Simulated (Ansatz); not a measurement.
# Al: equation of state with PBEsol

**Measured values to compare with.**

“The interpretation of polycrystalline coherent inelastic neutron scattering from aluminium”, 2013, pmc:3831299 quotes, for a bulk crystal of Al: bulk modulus 76.9 GPa.

Al:

```
CELL_PARAMETERS angstrom
0.00000 2.02481 2.02481
2.02481 0.00000 2.02481
2.02481 2.02481 0.00000
ATOMIC_POSITIONS crystal
Al 0.00000 0.00000 0.00000
```

- Program: Ansatz 0.2.0
- Task: equation of state
- Functional: PBEsol
- Potentials or basis: Ansatz PAW
- Cutoff: 420 eV
- Density cutoff: 1680 eV
- k mesh: 11 × 11 × 11
- Occupations: fermi-dirac, width 0.05 eV
- Spin: no spin polarisation

```json
{"Equilibrium volume": "16.20 Å³/atom", "Bulk modulus": "83 GPa", "Pressure derivative of the bulk modulus": "4.4"}
```

Energy against volume, from the lowest point:
| volume (Å³/atom) | energy (meV/atom) |
| --- | --- |
| 15.607 | 6.04 |
| 15.939 | 1.09 |
| 16.271 | 0.00 |
| 16.603 | 2.37 |
| 16.935 | 7.87 |
| 17.267 | 16.13 |
| 17.599 | 26.86 |

All runs of the series together: 2.2 s on 2 threads of Arm Neoverse V2 (shared host).

A measured bulk modulus of Al is 76.9 GPa (quoted in “The interpretation of polycrystalline coherent inelastic neutron scattering from aluminium”, 2013, pmc:3831299); the calculated 83 GPa misses it by +8.4 %. The fit is for a static lattice scaled at fixed shape and fixed fractional positions. The cell as given is a measured one (16.60 Å³/atom); PBEsol puts the equilibrium volume -2.4 % from it, thermal expansion not counted.
